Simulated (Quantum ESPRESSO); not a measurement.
Runs of Quantum ESPRESSO 7.5 on CoO. The structure is cubic, space group Fm-3m (No. 225). Conventional cell: a = 4.263 Å, b = 4.263 Å, c = 4.263 Å, α = 90.00°, β = 90.00°, γ = 90.00°. Co (site symmetry m-3m) has 6 O at 2.13 Å as nearest neighbours. Around O (site symmetry m-3m) lie 6 Co at 2.13 Å. 

```tsv
U	gap on the mesh (eV)	pressure (GPa)	moment (μB)
Co d U = 0.0001 eV	none	(b)	2.87
Co d U = 2.0 eV	none	-18.0	2.86
Co d U = 8.0 eV	none	-16.7	1.00
Co d U = 6.0 eV	none	(a)	1.00
Co d U = 4.0 eV	none	-16.8	2.63
```

Alike in all rows: task Hubbard U by linear response; level LDA+U; potentials or basis PseudoDojo 0.4.1 SR LDA standard; spin collinear, ferromagnetic start; cell as given; k mesh 8 × 8 × 8; cutoff (eV) 1306; smearing fermi-dirac 0.05 eV.

**Question.** Fill in the values left out.

**Answer.** (a) -21.7; (b) -20.0.

Caveats: a cell with one magnetic atom can't hold antiferromagnetic order, which such compounds often take.

A gap of «none» marks a metal or a gap under the smearing width.
